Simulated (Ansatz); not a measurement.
# ZrB2 (P6/mmm) in Ansatz: a series of runs

The runs below take ZrB2 through band structure, single point, equation of state, with PBE.

All numbers are computed with Ansatz 0.2.0; they aren't measurements. Logs are shortened: lines on timing, memory, paths and dates and some standing lists are left out, and cuts for length are marked.

## (1) Starting point

Symmetry: P6/mmm, No. 191, hexagonal system. The conventional cell has a = 3.170 Å, b = 3.170 Å, c = 3.533 Å, α = 90.00°, β = 90.00°, γ = 120.00°. Zr (site symmetry 6/mmm) is surrounded by 12 B at 2.54 Å. B (site symmetry -6m2) is surrounded by 3 B at 1.83 Å.

## (2) Band structure, PBE

input.yaml reads:

```yaml
crystal:
  lattice:
    - [3.17, 0.0, 0.0]
    - [-1.585, 2.74530053, 0.0]
    - [0.0, 0.0, 3.533]
  atoms:
    - { symbol: Zr, position: [0.0, 0.0, 0.0] }
    - { symbol: B, position: [0.6666666667, 0.3333333333, 0.5] }
    - { symbol: B, position: [0.3333333333, 0.6666666667, 0.5] }
hamiltonian:
  xc: pbe
  pseudopotentials: { kind: paw }
kpoints:
  mp_grid: { grid: [10, 10, 8] }
  band_path:
    path:
      - [[0.0, 0.0, 0.0], [0.5, 0.0, 0.0], [0.3333333333, 0.3333333333, 0.0], [0.0, 0.0, 0.0], [0.0, 0.0, 0.5], [0.5, 0.0, 0.5], [0.3333333333, 0.3333333333, 0.5], [0.0, 0.0, 0.5]]
      - [[0.5, 0.0, 0.5], [0.5, 0.0, 0.0]]
      - [[0.3333333333, 0.3333333333, 0.0], [0.3333333333, 0.3333333333, 0.5]]
    npoints: 14
scf:
  occupations: { method: fermi_dirac, width: 0.05 }
  n_extra_bands: 7
output:
  forces: true
  stress: true
  eigenvalues: true
  fatbands: false
```

Potentials or basis: Ansatz PAW.

The run is started by

```bash
$ ansatz run input.yaml --threads 2 --pin off --max-ram 5632MiB --backend cpu --events-out ev --progress --plain --runs-dir out
```

Output:

```text
Warning: RAYON_NUM_THREADS=2 ignored (pool sized by the plan → 2); use --threads N
scf.n_extra_bands = 7 over 9 filled bands (N_el = 18.0): the run solves 16 bands
Engine: ansatz 0.2.0, aarch64-unknown-linux-gnu
Pseudopotentials: kind: paw
Pseudopotential: Zr, paw, valence charge 12, recommended cutoff 420 eV (normal), Zr.paw.azcp
Pseudopotential: B, paw, valence charge 3, recommended cutoff 420 eV (normal), B.paw.azcp
Functional definition: PBE
  parameter kappa = 0.804
  parameter beta = 0.06672455060314922
  exchange = pbe_x(kappa = kappa, mu = beta*pi^2/3)
  correlation = pbe_c(beta = beta)
Crystal: 3 atoms, lattice volume = 30.746 Å³
Basis set: ecut = 420 eV, 575 PW (Γ), exchange–correlation on 48×48×48 points (8 copies of the dense FFT grid, shifted against one another)
Bands: 16, of which v1, the nominal top of the filled ones, is band 9 counted from 1 (8 counted from 0)
Symmetry: 24 space group operations
Space group: P6/mmm (ITA 191), of the structure as read, at distance tolerance 3.1e-5 Å
k-points: 70 of 800
Non-local potential: Zr, projectors of the file, l = 0: 3, l = 1: 2, l = 2: 2, l = 3: 2
Non-local potential: B, projectors of the file, l = 0: 2, l = 1: 2, l = 2: 1
PAW form: soft (Blöchl's): semilocal exchange-correlation on the pseudo side does not see the compensation charge
PAW one-centre angular grid: Zr, 590 points (default); XC on 64 Gauss nodes
PAW one-centre angular grid: B, 110 points (default); XC on 64 Gauss nodes
Initial density: superposition of atomic densities (neutral atoms: chi_scale 0, normalization atom), corrected by the library's trained network
Initial wavefunctions: pseudopotential atomic-orbital guess
Functional: x = pbe(κ = 0.804, μ = 0.2195149727645171), c = pbe(β = 0.06672455060314922)
SCF iter   1: F=—  HF=-4498.718972 eV  |F-HF|=—  |Δ(HF+E_count)|=         —  Δρ=1.66e-3  dr2=5.15e-4  ethr=1.77e-3  ⟨swp⟩=5.2  Hψ=5435  notcnv=0  defer=11
preconditioner: auto → none  [insulator: Δε(μ)=0.197 eV  Ē_g=10.794 eV  σ=0.050 eV  W_gap=0.63  n_scr=8 (ndim 8)  ℏωp=21.2 eV  f_vac=0.000  D(μ)=0.34/eV (n_scr^D=0)  ε∞_Penn≈4.8]
SCF iter   2: F=—  HF=-4498.718840 eV  |F-HF|=—  |Δ(HF+E_count)|=   1.32e-4  Δρ=7.41e-4  dr2=9.67e-5  ethr=2.86e-6  ⟨swp⟩=2.2  Hψ=2145  notcnv=0  defer=49
SCF iter   3: F=—  HF=-4498.718878 eV  |F-HF|=—  |Δ(HF+E_count)|=   3.82e-5  Δρ=1.30e-4  dr2=2.17e-6  ethr=5.37e-7  ⟨swp⟩=2.5  Hψ=1499  notcnv=0  defer=49
SCF iter   4: F=—  HF=-4498.718879 eV  |F-HF|=—  |Δ(HF+E_count)|=   6.75e-7  Δρ=3.99e-5  dr2=1.52e-7  ethr=1.20e-8  ⟨swp⟩=2.6  Hψ=1619  notcnv=0  defer=49
iter 5 did not close the SCF: its close was put off for the readings that it lacked (scf_convergence_deferred on its scf_iter line)
SCF iter   5: F=-4498.718879 eV  HF=-4498.718879 eV  |F-HF|=9.91e-10  |Δ(HF+E_count)|=   1.16e-7  Δρ=3.30e-6  dr2=2.60e-9  ethr=8.47e-10  ⟨swp⟩=2.0  Hψ=1607  notcnv=0  defer=49
SCF iter   6: F=-4498.718879 eV  HF=-4498.718879 eV  |F-HF|=1.77e-10  |Δ(HF+E_count)|=  9.55e-11  Δρ=1.09e-6  dr2=2.64e-10  ethr=1.45e-11  ⟨swp⟩=4.2  Hψ=4168  notcnv=0
SCF 1 converged in 6 iterations: F = -4498.718879 eV  dr2 = 2.64e-10
NSCF: frozen V_eff on 129 k-points
SCF converged after 6 iterations
Free energy (F): -4498.718879 eV
Harris-Foulkes:  -4498.718879 eV  (|F-HF|=1.77e-10)
Internal energy: -4498.716046 eV  (E = F + TS)
E sigma→0 (E₀):  -4498.717463 eV
Entropy (-TS):   -0.002833 eV (-0.944 meV/atom)
Fermi energy:    15.706829 eV
--- Per-component energies (eV) ---
  E_band       = -25.257317
  E_kinetic    = 435.199570
  E_local      = -556.497655  (includes V_loc(G=0)·N_el)
  E_nonlocal   = 100.558487
  E_hartree    = 176.060427
  E_xc         = -228.960868
  E_vxc        = -271.357658  (∫ρ·V_xc dr)
  E_paw        = -3110.891404  (= ΣΔE_a)
  E_vpaw       = -85.280583  (= ΣTr[D̂ρ^β])
  E_aug_tail   = 0.000016  (compensation charges beyond the density's cutoff)
  E_ewald      = -1314.184620
  E_smearing   = -0.002833  (= −TS)
  E_closure    = 0.000000  (closes the sum)
  Σ components = -4498.718879   (vs F -4498.718879, Δ=0.00e0)
--- Forces (eV/Å), atoms counted from 1 ---
  atom   1  Zr    -0.00000000     0.00000000     0.00000000
  atom   2  B      0.00000000     0.00000000     0.00000000
  atom   3  B      0.00000000     0.00000000     0.00000000
  max |Σ_I F_I| component: 3.70e-17 eV/Å
--- Stress (GPa, compression-positive) ---
        0.421939      -0.000000       0.000000
        0.000000       0.421939       0.000000
        0.000000       0.000000       1.534846
  P = ⅓ Tr σ = 0.7929 GPa (7.929 kbar)
--- Band table (eV; the first three rows and the last of 70) ---
  k-point 0: bands = ["-32.8344", "-11.0192", "-10.4719", "-10.4719", "3.0649", "13.1645", "13.1645", "13.2099", "13.4480", "19.1902", "19.1902", "19.9657", "19.9657", "20.6490", "20.9459", "20.9459"]
  k-point 1: bands = ["-32.8316", "-11.0745", "-10.4681", "-10.4681", "3.2936", "11.9787", "13.3109", "13.3109", "14.6096", "18.2238", "18.2238", "19.5016", "19.5016", "20.6719", "22.2575", "22.2575"]
  k-point 2: bands = ["-32.8247", "-11.2048", "-10.4590", "-10.4590", "3.9082", "10.6025", "13.7370", "13.7370", "15.8755", "17.0945", "17.0945", "18.4181", "18.4181", "20.7317", "23.2838", "24.3588"]
  k-point 69: bands = ["-32.6877", "-11.1496", "-11.1116", "-10.9777", "6.6046", "7.5634", "10.9005", "13.0316", "13.0847", "19.8043", "21.5016", "21.8729", "22.0171", "22.8187", "22.8508", "24.7578"]
```

Wall time 1.6 s (2 threads of Arm Neoverse V2, shared host); peak memory 0.31 GiB.

What came out:

```
Free energy            : -4498.7189 eV
Pressure               : 0.8 GPa
Band gap on the k mesh : none (metal or under the smearing width)
```

Stress tensor (GPa, compression positive):
```
0.42 0.00 0.00
0.00 0.42 0.00
0.00 0.00 1.53
```

Levels at the corners of the path, in eV from the Fermi level:
| point | band 7 | band 8 | band 9 | band 10 | band 11 | band 12 |
| --- | --- | --- | --- | --- | --- | --- |
| Γ | -2.54 | -2.50 | -2.26 | 3.48 | 3.48 | 4.26 |
| M | -3.81 | -2.97 | -2.60 | 2.32 | 2.39 | 5.00 |
| K | -6.82 | -2.36 | -2.36 | 1.65 | 1.65 | 3.24 |
| Γ | -2.54 | -2.50 | -2.26 | 3.48 | 3.48 | 4.26 |
| A | -0.88 | -0.88 | 0.42 | 0.42 | 0.86 | 0.86 |
| L | -4.52 | -4.04 | -1.92 | 3.83 | 4.17 | 5.38 |
| H | -4.83 | -2.59 | -2.59 | 4.17 | 6.10 | 6.10 |
| A | -0.88 | -0.88 | 0.42 | 0.42 | 0.86 | 0.86 |
| L | -4.52 | -4.04 | -1.92 | 3.83 | 4.17 | 5.38 |
| M | -3.81 | -2.97 | -2.60 | 2.32 | 2.39 | 5.00 |
| K | -6.82 | -2.36 | -2.36 | 1.65 | 1.65 | 3.24 |
| H | -4.83 | -2.59 | -2.59 | 4.17 | 6.10 | 6.10 |

## (3) Single point, PBE, 9.63 Å³/atom (volume scaled by 0.94)

input.yaml reads:

```yaml
crystal:
  lattice:
    - [3.1052879646, 0.0, 0.0]
    - [-1.5526439823, 2.6892582634, 0.0]
    - [0.0, 0.0, 3.4608777221]
  atoms:
    - { symbol: Zr, position: [0.0, 0.0, 0.0] }
    - { symbol: B, position: [0.6666666667, 0.3333333333, 0.5] }
    - { symbol: B, position: [0.3333333333, 0.6666666667, 0.5] }
hamiltonian:
  xc: pbe
  pseudopotentials: { kind: paw }
kpoints:
  mp_grid: { grid: [10, 10, 8] }
scf:
  occupations: { method: fermi_dirac, width: 0.05 }
output:
  forces: true
  stress: true
  eigenvalues: true
```

Potentials or basis: Ansatz PAW.

The run is started by

```bash
$ ansatz run input.yaml --threads 2 --pin off --max-ram 5632MiB --backend cpu --events-out ev --progress --plain --runs-dir out
```

Output:

```text
Warning: RAYON_NUM_THREADS=2 ignored (pool sized by the plan → 2); use --threads N
Engine: ansatz 0.2.0, aarch64-unknown-linux-gnu
Pseudopotentials: kind: paw
Pseudopotential: Zr, paw, valence charge 12, recommended cutoff 420 eV (normal), Zr.paw.azcp
Pseudopotential: B, paw, valence charge 3, recommended cutoff 420 eV (normal), B.paw.azcp
Functional definition: PBE
  parameter kappa = 0.804
  parameter beta = 0.06672455060314922
  exchange = pbe_x(kappa = kappa, mu = beta*pi^2/3)
  correlation = pbe_c(beta = beta)
Crystal: 3 atoms, lattice volume = 28.902 Å³
Basis set: ecut = 420 eV, 563 PW (Γ), exchange–correlation on 48×48×48 points (8 copies of the dense FFT grid, shifted against one another)
Bands: 13, of which v1, the nominal top of the filled ones, is band 9 counted from 1 (8 counted from 0)
Symmetry: 24 space group operations
Space group: P6/mmm (ITA 191), of the structure as read, at distance tolerance 3.1e-5 Å
k-points: 70 of 800
Non-local potential: Zr, projectors of the file, l = 0: 3, l = 1: 2, l = 2: 2, l = 3: 2
Non-local potential: B, projectors of the file, l = 0: 2, l = 1: 2, l = 2: 1
PAW form: soft (Blöchl's): semilocal exchange-correlation on the pseudo side does not see the compensation charge
PAW one-centre angular grid: Zr, 590 points (default); XC on 64 Gauss nodes
PAW one-centre angular grid: B, 110 points (default); XC on 64 Gauss nodes
Initial density: superposition of atomic densities (neutral atoms: chi_scale 0, normalization atom), corrected by the library's trained network
Initial wavefunctions: pseudopotential atomic-orbital guess
Functional: x = pbe(κ = 0.804, μ = 0.2195149727645171), c = pbe(β = 0.06672455060314922)
SCF iter   1: F=—  HF=-4498.617381 eV  |F-HF|=—  |Δ(HF+E_count)|=         —  Δρ=1.30e-3  dr2=2.08e-4  ethr=1.77e-3  ⟨swp⟩=5.2  Hψ=4579  notcnv=0
preconditioner: auto → none  [insulator: Δε(μ)=0.202 eV  Ē_g=17.216 eV  σ=0.050 eV  W_gap=0.62  n_scr=8 (ndim 8)  ℏωp=27.6 eV  f_vac=0.000  D(μ)=0.32/eV (n_scr^D=0)  ε∞_Penn≈3.6]
SCF iter   2: F=—  HF=-4498.617284 eV  |F-HF|=—  |Δ(HF+E_count)|=   9.74e-5  Δρ=5.77e-4  dr2=2.52e-5  ethr=1.16e-6  ⟨swp⟩=2.2  Hψ=2042  notcnv=0
SCF iter   3: F=—  HF=-4498.617306 eV  |F-HF|=—  |Δ(HF+E_count)|=   2.21e-5  Δρ=1.82e-4  dr2=4.19e-6  ethr=1.40e-7  ⟨swp⟩=2.7  Hψ=1508  notcnv=0
SCF iter   4: F=—  HF=-4498.617308 eV  |F-HF|=—  |Δ(HF+E_count)|=   2.35e-6  Δρ=5.10e-5  dr2=7.50e-7  ethr=2.33e-8  ⟨swp⟩=2.0  Hψ=1260  notcnv=0
iter 5 did not close the SCF: its close was put off for the readings that it lacked (scf_convergence_deferred on its scf_iter line)
SCF iter   5: F=-4498.617308 eV  HF=-4498.617308 eV  |F-HF|=1.69e-8  |Δ(HF+E_count)|=   6.03e-8  Δρ=1.40e-5  dr2=1.85e-8  ethr=4.17e-9  ⟨swp⟩=2.2  Hψ=1325  notcnv=0
SCF iter   6: F=-4498.617308 eV  HF=-4498.617308 eV  |F-HF|=7.92e-10  |Δ(HF+E_count)|=   2.21e-8  Δρ=3.11e-6  dr2=9.58e-10  ethr=1.03e-10  ⟨swp⟩=2.0  Hψ=2845  notcnv=0
SCF 1 converged in 6 iterations: F = -4498.617308 eV  dr2 = 9.58e-10
SCF converged after 6 iterations
Free energy (F): -4498.617308 eV
Harris-Foulkes:  -4498.617308 eV  (|F-HF|=7.92e-10)
Internal energy: -4498.614636 eV  (E = F + TS)
E sigma→0 (E₀):  -4498.615972 eV
Entropy (-TS):   -0.002673 eV (-0.891 meV/atom)
Fermi energy:    16.731247 eV
--- Per-component energies (eV) ---
  E_band       = -6.355553
  E_kinetic    = 441.217313
  E_local      = -525.291054  (includes V_loc(G=0)·N_el)
  E_nonlocal   = 101.017922
  E_hartree    = 168.104380
  E_xc         = -230.876037
  E_vxc        = -273.887258  (∫ρ·V_xc dr)
  E_paw        = -3111.215870  (= ΣΔE_a)
  E_vpaw       = -85.620759  (= ΣTr[D̂ρ^β])
  E_aug_tail   = 0.000020  (compensation charges beyond the density's cutoff)
  E_ewald      = -1341.571311
  E_smearing   = -0.002673  (= −TS)
  E_closure    = 0.000000  (closes the sum)
  Σ components = -4498.617308   (vs F -4498.617308, Δ=0.00e0)
--- Forces (eV/Å), atoms counted from 1 ---
  atom   1  Zr     0.00000000     0.00000000     0.00000000
  atom   2  B      0.00000000     0.00000000     0.00000000
  atom   3  B      0.00000000    -0.00000000     0.00000000
  max |Σ_I F_I| component: 1.85e-17 eV/Å
--- Stress (GPa, compression-positive) ---
       17.711014       0.000000       0.000000
       -0.000000      17.711014       0.000000
        0.000000       0.000000      17.631917
  P = ⅓ Tr σ = 17.6846 GPa (176.846 kbar)
--- Band table (eV; the first three rows and the last of 70) ---
  k-point 0: bands = ["-31.5950", "-9.8198", "-9.1706", "-9.1706", "3.8202", "14.0776", "14.0776", "14.1066", "14.5263", "20.5174", "20.5174", "21.3241", "21.3241"]
  k-point 1: bands = ["-31.5912", "-9.8914", "-9.1658", "-9.1658", "4.0772", "12.9531", "14.2322", "14.2322", "15.6207", "19.4438", "19.4438", "20.8160", "20.8160"]
  k-point 2: bands = ["-31.5819", "-10.0590", "-9.1542", "-9.1542", "4.7652", "11.5647", "14.6828", "14.6828", "16.9291", "18.2262", "18.2262", "19.6430", "19.6430"]
  k-point 69: bands = ["-31.4033", "-10.0002", "-9.9386", "-9.7898", "7.3720", "8.3477", "11.8691", "14.0287", "14.1545", "21.1910", "23.0998", "23.3988", "23.6536"]
```

Run time: 0.86 s. Hardware: 2 threads of Arm Neoverse V2, shared host; peak memory 0.31 GiB.

What came out:

- Free energy: -4498.6173 eV
- Pressure: 17.7 GPa
- Band gap on the k mesh: none (metal or under the smearing width)

## (4) Single point, PBE, 9.84 Å³/atom (volume scaled by 0.96)

Edit input.yaml of step 3 so:

```diff
@@ -2,5 +2,5 @@
   lattice:
-    - [3.1052879646, 0.0, 0.0]
-    - [-1.5526439823, 2.6892582634, 0.0]
-    - [0.0, 0.0, 3.4608777221]
+    - [3.1271569103, 0.0, 0.0]
+    - [-1.5635784551, 2.7081973259, 0.0]
+    - [0.0, 0.0, 3.4852509034]
   atoms:
```

The run is started by

```bash
$ ansatz run input.yaml --threads 2 --pin off --max-ram 5632MiB --backend cpu --events-out ev --progress --plain --runs-dir out
```

It took 0.85 s on 2 threads of Arm Neoverse V2, shared host; peak memory 0.31 GiB.

Results (log left out):

```yaml
Free_energy: -4498.6731 eV
Pressure: 11.5 GPa
Band_gap_on_the_k_mesh: none (metal or under the smearing width)
```

## (5) Single point, PBE, 10.04 Å³/atom (volume scaled by 0.98)

Edit input.yaml of step 4 so:

```diff
@@ -2,5 +2,5 @@
   lattice:
-    - [3.1271569103, 0.0, 0.0]
-    - [-1.5635784551, 2.7081973259, 0.0]
-    - [0.0, 0.0, 3.4852509034]
+    - [3.1487241912, 0.0, 0.0]
+    - [-1.5743620956, 2.7268751391, 0.0]
+    - [0.0, 0.0, 3.5092878761]
   atoms:
@@ -20 +20,5 @@
   eigenvalues: true
+  write_density: true
+  write_potential: true
+  elf: true
+  volumetric_format: npy
```

The run is started by

```bash
$ ansatz run input.yaml --threads 2 --pin off --max-ram 5632MiB --backend cpu --events-out ev --progress --plain --runs-dir out
```

It took 1.1 s on 2 threads of Arm Neoverse V2, shared host; peak memory 0.32 GiB.

The run converged. Its results:

```yaml
Free_energy: -4498.7063 eV
Pressure: 5.9 GPa
Band_gap_on_the_k_mesh: none (metal or under the smearing width)
```

## (6) Single point, PBE, 10.25 Å³/atom

Edit input.yaml of step 5 so:

```diff
@@ -2,5 +2,5 @@
   lattice:
-    - [3.1487241912, 0.0, 0.0]
-    - [-1.5743620956, 2.7268751391, 0.0]
-    - [0.0, 0.0, 3.5092878761]
+    - [3.17, 0.0, 0.0]
+    - [-1.585, 2.74530053, 0.0]
+    - [0.0, 0.0, 3.533]
   atoms:
@@ -20,5 +20 @@
   eigenvalues: true
-  write_density: true
-  write_potential: true
-  elf: true
-  volumetric_format: npy
```

Potentials or basis: Ansatz PAW.

The run is started by

```bash
$ ansatz run input.yaml --threads 2 --pin off --max-ram 5632MiB --backend cpu --events-out ev --progress --plain --runs-dir out
```

Wall time 0.85 s (2 threads of Arm Neoverse V2, shared host); peak memory 0.31 GiB.

Results (log left out):

```
Free energy            : -4498.7189 eV
Pressure               : 0.8 GPa
Band gap on the k mesh : none (metal or under the smearing width)
```

## (7) Single point, PBE, 10.45 Å³/atom (volume scaled by 1.02)

Edit input.yaml of step 6 so:

```diff
@@ -2,5 +2,5 @@
   lattice:
-    - [3.17, 0.0, 0.0]
-    - [-1.585, 2.74530053, 0.0]
-    - [0.0, 0.0, 3.533]
+    - [3.1909939893, 0.0, 0.0]
+    - [-1.5954969947, 2.7634818581, 0.0]
+    - [0.0, 0.0, 3.5563980329]
   atoms:
```

The run is started by

```bash
$ ansatz run input.yaml --threads 2 --pin off --max-ram 5632MiB --backend cpu --events-out ev --progress --plain --runs-dir out
```

Wall time 0.86 s (2 threads of Arm Neoverse V2, shared host); peak memory 0.31 GiB.

It converged, with:

```yaml
Free_energy: -4498.7130 eV
Pressure: -3.8 GPa
Band_gap_on_the_k_mesh: none (metal or under the smearing width)
```

## (8) Single point, PBE, 10.66 Å³/atom (volume scaled by 1.04)

Edit input.yaml of step 7 so:

```diff
@@ -2,5 +2,5 @@
   lattice:
-    - [3.1909939893, 0.0, 0.0]
-    - [-1.5954969947, 2.7634818581, 0.0]
-    - [0.0, 0.0, 3.5563980329]
+    - [3.2117153101, 0.0, 0.0]
+    - [-1.6058576551, 2.7814270483, 0.0]
+    - [0.0, 0.0, 3.5794921737]
   atoms:
```

The run is started by

```bash
$ ansatz run input.yaml --threads 2 --pin off --max-ram 5632MiB --backend cpu --events-out ev --progress --plain --runs-dir out
```

Run time: 0.85 s. Hardware: 2 threads of Arm Neoverse V2, shared host; peak memory 0.31 GiB.

The run converged. Its results:

```
Free energy            : -4498.6902 eV
Pressure               : -8.0 GPa
Band gap on the k mesh : none (metal or under the smearing width)
```

## (9) Single point, PBE, 10.86 Å³/atom (volume scaled by 1.06)

Edit input.yaml of step 8 so:

```diff
@@ -2,5 +2,5 @@
   lattice:
-    - [3.2117153101, 0.0, 0.0]
-    - [-1.6058576551, 2.7814270483, 0.0]
-    - [0.0, 0.0, 3.5794921737]
+    - [3.2321726471, 0.0, 0.0]
+    - [-1.6160863235, 2.7991436218, 0.0]
+    - [0.0, 0.0, 3.6022921016]
   atoms:
@@ -20 +20,5 @@
   eigenvalues: true
+  write_density: true
+  write_potential: true
+  elf: true
+  volumetric_format: npy
```

Potentials or basis: Ansatz PAW.

The run is started by

```bash
$ ansatz run input.yaml --threads 2 --pin off --max-ram 5632MiB --backend cpu --events-out ev --progress --plain --runs-dir out
```

Wall time 1.2 s (2 threads of Arm Neoverse V2, shared host); peak memory 0.32 GiB.

Results (log left out):

* Free energy: -4498.6520 eV
* Pressure: -11.8 GPa
* Band gap on the k mesh: none (metal or under the smearing width)

## (10) Equation of state, PBE

Potentials or basis: Ansatz PAW.

No new run: the results of the series are fitted here.

Results:

```yaml
Equilibrium_volume: 10.28 Å³/atom
Bulk_modulus_at_fixed_shape_and_positions: 239 GPa
Pressure_derivative_of_the_bulk_modulus: 3.9
```

Energy against volume, from the lowest point:
```csv
volume (Å³/atom),energy (meV/atom)
9.634,33.86
9.839,15.25
10.044,4.20
10.249,0.00
10.454,1.97
10.659,9.58
10.864,22.29
```

Caveat: the cell was scaled at fixed shape and fractional positions, which overstates the stiffness of a crystal with free parameters, most of all of layers and chains.
